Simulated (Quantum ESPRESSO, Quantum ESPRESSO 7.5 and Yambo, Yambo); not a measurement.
**KI (Fm-3m): G0W0 with Yambo, start to end**

How does a plane-wave GW calculation on KI (Fm-3m) run from the first input to the gap?

Program: Quantum ESPRESSO 7.5 and Yambo 5.3.0. Level of theory: PBE and many-body steps on it, plane waves. Results are calculated unless marked as measured.

## 1. The structure

Symmetry: Fm-3m, No. 225, cubic system. Conventional cell: a = 7.066 Å, b = 7.066 Å, c = 7.066 Å, α = 90.00°, β = 90.00°, γ = 90.00°. Nearest to K lie 6 I at 3.53 Å. I has 6 K at 3.53 Å nearest. Farther neighbours and most contacts between anions are not listed.

The cell and positions come from the Crystallography Open Database and are kept as given unless a step says otherwise. Spin-orbit coupling is left out unless a step names it.

## 2. Ground state

This step: Quantum ESPRESSO 7.5; DFT, PBE, plane waves, norm-conserving pseudopotentials.

The ground-state density comes first.

The input, pw.in:

```
&control
  calculation = 'scf'
  prefix = 'x'
  outdir = 'o'
  pseudo_dir = 'pseudo'
/
&system
  ibrav = 0
  nat = 2
  ntyp = 2
  ecutwfc = 76.0
  nbnd = 22
  force_symmorphic = .true.
/
&electrons
  conv_thr = 1e-10
  electron_maxstep = 80
  mixing_beta = 0.5
/
ATOMIC_SPECIES
  K 39.098 K.upf
  I 126.9 I.upf
CELL_PARAMETERS angstrom
  0.0000000000 3.5327750000 3.5327750000
  3.5327750000 0.0000000000 3.5327750000
  3.5327750000 3.5327750000 -0.0000000000
ATOMIC_POSITIONS crystal
  K 0.0000000000 0.0000000000 0.0000000000
  I 0.5000000000 0.5000000000 0.5000000000
K_POINTS automatic
  6 6 6 0 0 0
```

On the command line:

```console
OMP_NUM_THREADS=1 mpirun -n 4 pw.x -nk 4 -in pw.in > pw.out
```

Log:

```text
Program PWSCF v.7.5 starts

     This program is part of the open-source Quantum ESPRESSO suite
     for quantum simulation of materials; please cite
         "P. Giannozzi et al., J. Phys.:Condens. Matter 21 395502 (2009);
         "P. Giannozzi et al., J. Phys.:Condens. Matter 29 465901 (2017);
         "P. Giannozzi et al., J. Chem. Phys. 152 154105 (2020);
     in publications or presentations arising from this work. More details at
     Message from routine setup:
     using ibrav=0 with symmetry is DISCOURAGED, use correct ibrav instead

     G-vector sticks info

     bravais-lattice index     =            0
     lattice parameter (alat)  =       9.4413  a.u.
     unit-cell volume          =     595.0789 (a.u.)^3
     number of atoms/cell      =            2
     number of atomic types    =            2
     number of electrons       =        34.00
     number of Kohn-Sham states=           22
     kinetic-energy cutoff     =      76.0000  Ry
     charge density cutoff     =     304.0000  Ry
     scf convergence threshold =      1.0E-10
     mixing beta               =       0.5000
     number of iterations used =            8  plain     mixing
     Exchange-correlation= PBE
                           (   1   4   3   4   0   0   0)

     celldm(1)=   9.441258  celldm(2)=   0.000000  celldm(3)=   0.000000
     celldm(4)=   0.000000  celldm(5)=   0.000000  celldm(6)=   0.000000

     crystal axes: (cart. coord. in units of alat)
               a(1) = (   0.000000   0.707107   0.707107 )
               a(2) = (   0.707107   0.000000   0.707107 )
               a(3) = (   0.707107   0.707107  -0.000000 )

     reciprocal axes: (cart. coord. in units 2 pi/alat)
               b(1) = ( -0.707107  0.707107  0.707107 )
               b(2) = (  0.707107 -0.707107  0.707107 )
               b(3) = (  0.707107  0.707107 -0.707107 )
     Pseudo is Norm-conserving + core correction, Zval =  9.0
     Generated using ONCVPSP code by D. R. Hamann
     Using radial grid of 2222 points,  6 beta functions with:
     Pseudo is Norm-conserving + core correction, Zval = 25.0
     Generated using ONCVPSP code by D. R. Hamann
     Using radial grid of 1188 points,  8 beta functions with:
     K                 9.00    39.09800     K ( 1.00)
     I                25.00   126.90000     I ( 1.00)

     48 Sym. Ops., with inversion, found

   Cartesian axes

     site n.     atom                  positions (alat units)
         1        K      tau(   1) = (   0.0000000   0.0000000   0.0000000  )
         2        I      tau(   2) = (   0.7071068   0.7071068   0.7071068  )

     number of k points=    16
                       cart. coord. in units 2pi/alat
        k(    1) = (   0.0000000   0.0000000   0.0000000), wk =   0.0092593
        k(    2) = (   0.1178511   0.1178511  -0.1178511), wk =   0.0740741
        k(    3) = (   0.2357023   0.2357023  -0.2357023), wk =   0.0740741
        k(    4) = (  -0.3535534  -0.3535534   0.3535534), wk =   0.0370370
        k(    5) = (   0.2357023   0.0000000  -0.0000000), wk =   0.0555556
        k(    6) = (   0.3535534   0.1178511  -0.1178511), wk =   0.2222222
        k(    7) = (  -0.2357023  -0.4714045   0.4714045), wk =   0.2222222
        k(    8) = (  -0.1178511  -0.3535534   0.3535534), wk =   0.2222222
        k(    9) = (   0.0000000  -0.2357023   0.2357023), wk =   0.1111111
        k(   10) = (   0.4714045   0.0000000  -0.0000000), wk =   0.0555556
     [... 4 further rows ...]
        k(   15) = (  -0.1178511  -0.3535534   0.5892557), wk =   0.2222222
        k(   16) = (  -0.7071068   0.2357023   0.0000000), wk =   0.1111111

     Dense  grid:    53377 G-vectors     FFT dimensions: (  54,  54,  54)

     Initial potential from superposition of free atoms

     starting charge      33.9807, renormalised to      34.0000
     Starting wfcs are   18 randomized atomic wfcs +    4 random wfcs

     per-process dynamical memory:    50.2 Mb

     Self-consistent Calculation

     iteration #  1     ecut=    76.00 Ry     beta= 0.50

     Threshold (ethr) on eigenvalues was too large:
     Diagonalizing with lowered threshold

     total energy              =    -685.65861520 Ry
     estimated scf accuracy    <       0.02472687 Ry

     iteration #  2     ecut=    76.00 Ry     beta= 0.50

     total energy              =    -685.66145008 Ry
     estimated scf accuracy    <       0.00235962 Ry

     iteration #  3     ecut=    76.00 Ry     beta= 0.50

     total energy              =    -685.66198173 Ry
     estimated scf accuracy    <       0.00023879 Ry

     iteration #  4     ecut=    76.00 Ry     beta= 0.50

     total energy              =    -685.66204321 Ry
     estimated scf accuracy    <       0.00002900 Ry

     iteration #  5     ecut=    76.00 Ry     beta= 0.50

     total energy              =    -685.66205055 Ry
     estimated scf accuracy    <       0.00000045 Ry

     iteration #  6     ecut=    76.00 Ry     beta= 0.50

     total energy              =    -685.66205106 Ry
     estimated scf accuracy    <       0.00000004 Ry

     iteration #  7     ecut=    76.00 Ry     beta= 0.50

     total energy              =    -685.66205108 Ry
     estimated scf accuracy    <          2.5E-09 Ry

     iteration #  8     ecut=    76.00 Ry     beta= 0.50

     End of self-consistent calculation

          k = 0.0000 0.0000 0.0000 (  6615 PWs)   bands (ev):

  -170.5834-117.4416-117.4416-117.4416 -39.8303 -39.8303 -39.8214 -39.8214
   -39.8214 -25.6599  -9.1471  -9.1471  -9.1471  -7.6826   2.8347   2.8347
     2.8347   6.8023   9.3581   9.3581   9.3581  10.0787

          k = 0.1179 0.1179-0.1179 (  6645 PWs)   bands (ev):

  -170.5835-117.4416-117.4416-117.4416 -39.8371 -39.8371 -39.8300 -39.8300
   -39.8267 -25.6594  -9.1881  -9.1477  -9.1477  -7.6103   2.4191   2.7447
     2.7447   7.4248   9.2753   9.6482   9.6482  10.3944

          k = 0.2357 0.2357-0.2357 (  6634 PWs)   bands (ev):

  -170.5834-117.4417-117.4416-117.4416 -39.8338 -39.8338 -39.8314 -39.8249
   -39.8249 -25.6584  -9.2613  -9.1488  -9.1488  -7.4724   1.7847   2.5779
     2.5779   8.1956   9.8646  10.3544  10.3545  11.2227

          k =-0.3536-0.3536 0.3536 (  6658 PWs)   bands (ev):

     [... further k-points ...]

     highest occupied, lowest unoccupied level (ev):     2.8347    6.8023

!    total energy              =    -685.66205108 Ry
     estimated scf accuracy    <          6.6E-11 Ry

     The total energy is the sum of the following terms:
     one-electron contribution =    -589.30595101 Ry
     hartree contribution      =     274.97323333 Ry
     xc contribution           =     -92.17226731 Ry
     ewald contribution        =    -279.15706610 Ry

     convergence has been achieved in   8 iterations

     XML data file, charge density, pseudopotentials, collected wavefunctions

=------------------------------------------------------------------------------=
   JOB DONE.
=------------------------------------------------------------------------------=
```

Wall time 11 s (4 MPI ranks of Intel Xeon 6975P-C (Granite Rapids), shared host); peak memory 0.39 GiB.

This step gave:

```yaml
total_energy: -9328.9075 eV
gap: 3.968 eV
k_of_the_valence_top: 0, 0, 0
k_of_the_conduction_bottom: 0, 0, 0
least_direct_gap: 3.968 eV
```

The gap is direct, at Γ.

## 3. Bands along the symmetry lines

The cheap functional maps the bands first; the places of the edges decide which points the dearer methods must see.

The input, pw.in:

```
&control
  calculation = 'bands'
  prefix = 'x'
  outdir = 'o'
  pseudo_dir = 'pseudo'
/
&system
  ibrav = 0
  nat = 2
  ntyp = 2
  ecutwfc = 76.0
  nbnd = 23
  force_symmorphic = .true.
/
&electrons
  conv_thr = 1e-9
  electron_maxstep = 80
  diago_full_acc = .true.
  diago_thr_init = 5e-6
/
ATOMIC_SPECIES
  K 39.098 K.upf
  I 126.9 I.upf
CELL_PARAMETERS angstrom
  0.0000000000 3.5327750000 3.5327750000
  3.5327750000 0.0000000000 3.5327750000
  3.5327750000 3.5327750000 -0.0000000000
ATOMIC_POSITIONS crystal
  K 0.0000000000 0.0000000000 0.0000000000
  I 0.5000000000 0.5000000000 0.5000000000
K_POINTS crystal
  50
  0.00000000 0.00000000 0.00000000 1
  0.06250000 0.00000000 0.06250000 1
  0.12500000 0.00000000 0.12500000 1
  0.18750000 0.00000000 0.18750000 1
  0.25000000 0.00000000 0.25000000 1
  0.31250000 0.00000000 0.31250000 1
  0.37500000 0.00000000 0.37500000 1
  0.43750000 0.00000000 0.43750000 1
  0.50000000 0.00000000 0.50000000 1
  0.51562500 0.03125000 0.51562500 1
  0.53125000 0.06250000 0.53125000 1
  0.54687500 0.09375000 0.54687500 1
  0.56250000 0.12500000 0.56250000 1
  0.57812500 0.15625000 0.57812500 1
  0.59375000 0.18750000 0.59375000 1
  0.60937500 0.21875000 0.60937500 1
  0.62500000 0.25000000 0.62500000 1
  0.37500000 0.37500000 0.75000000 1
  0.32812500 0.32812500 0.65625000 1
  0.28125000 0.28125000 0.56250000 1
  0.23437500 0.23437500 0.46875000 1
  0.18750000 0.18750000 0.37500000 1
  0.14062500 0.14062500 0.28125000 1
  0.09375000 0.09375000 0.18750000 1
  0.04687500 0.04687500 0.09375000 1
  0.00000000 0.00000000 0.00000000 1
  0.06250000 0.06250000 0.06250000 1
  0.12500000 0.12500000 0.12500000 1
  0.18750000 0.18750000 0.18750000 1
  0.25000000 0.25000000 0.25000000 1
  0.31250000 0.31250000 0.31250000 1
  0.37500000 0.37500000 0.37500000 1
  0.43750000 0.43750000 0.43750000 1
  0.50000000 0.50000000 0.50000000 1
  0.50000000 0.46875000 0.53125000 1
  0.50000000 0.43750000 0.56250000 1
  0.50000000 0.40625000 0.59375000 1
  0.50000000 0.37500000 0.62500000 1
  0.50000000 0.34375000 0.65625000 1
  0.50000000 0.31250000 0.68750000 1
  0.50000000 0.28125000 0.71875000 1
  0.50000000 0.25000000 0.75000000 1
  0.50000000 0.21875000 0.71875000 1
  0.50000000 0.18750000 0.68750000 1
  0.50000000 0.15625000 0.65625000 1
  0.50000000 0.12500000 0.62500000 1
  0.50000000 0.09375000 0.59375000 1
  0.50000000 0.06250000 0.56250000 1
  0.50000000 0.03125000 0.53125000 1
  0.50000000 0.00000000 0.50000000 1
```

Log:

```text
[banner, memory and clock lines left out]
Program PWSCF v.7.5 starts

     Atomic positions and unit cell read from directory:
     o/x.save/

     Message from routine setup:
     using ibrav=0 with symmetry is DISCOURAGED, use correct ibrav instead

     G-vector sticks info

     bravais-lattice index     =            0
     lattice parameter (alat)  =       9.4413  a.u.
     unit-cell volume          =     595.0789 (a.u.)^3
     number of atoms/cell      =            2
     number of atomic types    =            2
     number of electrons       =        34.00
     number of Kohn-Sham states=           23
     kinetic-energy cutoff     =      76.0000  Ry
     charge density cutoff     =     304.0000  Ry
     Exchange-correlation= PBE
                           (   1   4   3   4   0   0   0)

     celldm(1)=   9.441258  celldm(2)=   0.000000  celldm(3)=   0.000000
     celldm(4)=   0.000000  celldm(5)=   0.000000  celldm(6)=   0.000000

     crystal axes: (cart. coord. in units of alat)
               a(1) = (   0.000000   0.707107   0.707107 )
               a(2) = (   0.707107   0.000000   0.707107 )
               a(3) = (   0.707107   0.707107  -0.000000 )

     reciprocal axes: (cart. coord. in units 2 pi/alat)
               b(1) = ( -0.707107  0.707107  0.707107 )
               b(2) = (  0.707107 -0.707107  0.707107 )
               b(3) = (  0.707107  0.707107 -0.707107 )
     Pseudo is Norm-conserving + core correction, Zval =  9.0
     Generated using ONCVPSP code by D. R. Hamann
     Using radial grid of 2222 points,  6 beta functions with:
     Pseudo is Norm-conserving + core correction, Zval = 25.0
     Generated using ONCVPSP code by D. R. Hamann
     Using radial grid of 1188 points,  8 beta functions with:
     K                 9.00    39.09800     K ( 1.00)
     I                25.00   126.90000     I ( 1.00)

     48 Sym. Ops., with inversion, found

   Cartesian axes

     site n.     atom                  positions (alat units)
         1        K      tau(   1) = (   0.0000000   0.0000000   0.0000000  )
         2        I      tau(   2) = (   0.7071068   0.7071068   0.7071068  )

     number of k points=    50
                       cart. coord. in units 2pi/alat
        k(    1) = (   0.0000000   0.0000000   0.0000000), wk =   0.0400000
        k(    2) = (   0.0000000   0.0883883   0.0000000), wk =   0.0400000
        k(    3) = (   0.0000000   0.1767767   0.0000000), wk =   0.0400000
[...]
[... 38 further rows ...]
        k(   49) = (   0.0441942   0.7071068   0.0000000), wk =   0.0400000
        k(   50) = (   0.0000000   0.7071068   0.0000000), wk =   0.0400000

     Dense  grid:    53377 G-vectors     FFT dimensions: (  54,  54,  54)

     The potential is recalculated from file :
     o/x.save/charge-density

     Starting wfcs are   18 randomized atomic wfcs +    5 random wfcs

     Band Structure Calculation

     End of band structure calculation

          k = 0.0000 0.0000 0.0000 (  6615 PWs)   bands (ev):

  -170.5835-117.4416-117.4416-117.4416 -39.8304 -39.8304 -39.8214 -39.8214
   -39.8214 -25.6599  -9.1471  -9.1471  -9.1471  -7.6826   2.8347   2.8347
     2.8347   6.8023   9.3581   9.3581   9.3581  10.0788  10.0788

          k = 0.0000 0.0884 0.0000 (  6647 PWs)   bands (ev):

  -170.5835-117.4417-117.4417-117.4417 -39.8387 -39.8334 -39.8309 -39.8309
   -39.8263 -25.6598  -9.1544  -9.1478  -9.1478  -7.6682   2.7413   2.8173
     2.8173   6.9381   9.2512   9.4527   9.4527  10.1051  10.1695

          k = 0.0000 0.1768 0.0000 (  6651 PWs)   bands (ev):

  -170.5835-117.4417-117.4417-117.4416 -39.8457 -39.8355 -39.8305 -39.8276
   -39.8276 -25.6595  -9.1722  -9.1497  -9.1497  -7.6310   2.5166   2.7694
     2.7694   7.2817   8.9915   9.7302   9.7302  10.1828  10.4245

          k =-0.0000 0.2652 0.0000 (  6651 PWs)   bands (ev):

[...]
k = 0.0000 0.4419-0.0000 (  6674 PWs)   bands (ev):

[...]
k =-0.0000 0.5303 0.0000 (  6678 PWs)   bands (ev):

[...]
k = 0.0000 0.6187-0.0000 (  6670 PWs)   bands (ev):

[...]
k = 0.4640 0.4640-0.0000 (  6663 PWs)   bands (ev):

[...]
k = 0.3315 0.3315-0.0000 (  6641 PWs)   bands (ev):

[...]
k = 0.3094 0.7071-0.0000 (  6674 PWs)   bands (ev):

[...]
k = 0.2210 0.7071-0.0000 (  6660 PWs)   bands (ev):

[...]
k = 0.1768 0.7071-0.0000 (  6678 PWs)   bands (ev):

[...]
k = 0.0442 0.7071 0.0000 (  6690 PWs)   bands (ev):

  -170.5836-117.4418-117.4417-117.4417 -39.8507 -39.8459 -39.8453 -39.8435
   -39.8249 -25.6572  -9.1920  -9.1667  -9.1656  -7.5390   1.8475   2.4610
     2.4622   7.8197   8.6508  10.9697  11.5276  11.5563  12.4548

          k = 0.0000 0.7071 0.0000 (  6710 PWs)   bands (ev):

  -170.5836-117.4418-117.4418-117.4418 -39.8536 -39.8503 -39.8481 -39.8481
   -39.8325 -25.6572  -9.1923  -9.1654  -9.1654  -7.5413   1.8429   2.4704
     2.4704   7.7921   8.6215  10.9556  11.5438  11.6391  12.4158

     XML data file, pseudopotentials, collected wavefunctions
```

Elapsed: 12 s, on 4 MPI ranks; peak memory 0.33 GiB.

Numbers from this step:

```
gap                        : 3.968 eV
k of the valence top       : 0, 0, 0
k of the conduction bottom : 0, 0, 0
least direct gap           : 3.968 eV
```

The gap is 3.968 eV, as in the run before at this level.

The electronic bands at the labelled points (eV, zero at the top of the highest filled band):

| point | band 14 | band 15 | band 16 | band 17 | band 18 | band 19 | band 20 | band 21 |
| --- | --- | --- | --- | --- | --- | --- | --- | --- |
| Γ | -10.52 | 0.00 | 0.00 | 0.00 | 3.97 | 6.52 | 6.52 | 6.52 |
| halfway | -10.39 | -0.78 | -0.20 | -0.20 | 5.30 | 5.55 | 7.63 | 7.91 |
| X | -10.38 | -0.99 | -0.36 | -0.36 | 4.96 | 5.79 | 8.12 | 8.71 |
| halfway | -10.36 | -0.96 | -0.49 | -0.37 | 5.16 | 6.02 | 8.23 | 8.34 |
| U | -10.32 | -0.85 | -0.75 | -0.38 | 5.63 | 6.66 | 7.63 | 8.28 |
| jump to K | -10.32 | -0.85 | -0.75 | -0.38 | 5.63 | 6.66 | 7.63 | 8.28 |
| halfway | -10.34 | -0.87 | -0.30 | -0.24 | 5.55 | 6.31 | 7.22 | 7.43 |
| Γ | -10.52 | 0.00 | 0.00 | 0.00 | 3.97 | 6.52 | 6.52 | 6.52 |
| halfway | -10.38 | -0.76 | -0.18 | -0.18 | 5.06 | 6.59 | 7.13 | 7.13 |
| L | -10.24 | -1.31 | -0.33 | -0.33 | 5.54 | 7.71 | 8.19 | 8.19 |
| halfway | -10.28 | -1.10 | -0.54 | -0.39 | 6.05 | 6.87 | 7.40 | 8.28 |
| W | -10.32 | -0.72 | -0.72 | -0.60 | 6.48 | 6.48 | 6.66 | 8.19 |
| halfway | -10.35 | -0.92 | -0.48 | -0.48 | 5.38 | 6.19 | 7.89 | 8.33 |
| X | -10.38 | -0.99 | -0.36 | -0.36 | 4.96 | 5.79 | 8.12 | 8.71 |

The electronic bands as a text plot (rows in eV, shown from -8.0 to 7.2 only):

```
    6.9 |++++             ++++  ++++++++ ++++++      ++++++++
    6.3 |++++          +++ ++++++++++++++++++         +++++++++
    5.7 |    ++++++++++  ++     +              +++++++      ++ ++
    5.0 |    ++++++++++++        ++        ++++               +++
    4.4 | +++                      +++  +++
    3.8 |+                            ++
    3.1 |
    2.5 |
    1.8 |
    1.2 |
    0.6 |
   -0.1 |****************  ***************************          *
   -0.7 |    **********************        ****     *************
   -1.3 |                   **                 ********
   -2.0 |
   -2.6 |
   -3.2 |
   -3.9 |
   -4.5 |
   -5.1 |
   -5.8 |
   -6.4 |
   -7.0 |
   -7.7 |
         Γ           X  U|K            Γ         L        W     X
```

(Part 1 of 2 ends here.)

[Paths, hosts, dates, memory and timing lines, banners, echoed tables and standing remarks are left out of the program output.]

[Logs are printed without paths, hosts, clocks, repeated set-up lines and the standing remarks that a program may print on its own settings, such as how far it seeks lower states.]

[Runs of the session that timed out or met a known fault of the program may be left out.]

[Hosts, paths, dates, database ids (printed as entryN), source tags and the programs' standing remarks are cut or masked in the printed files.]
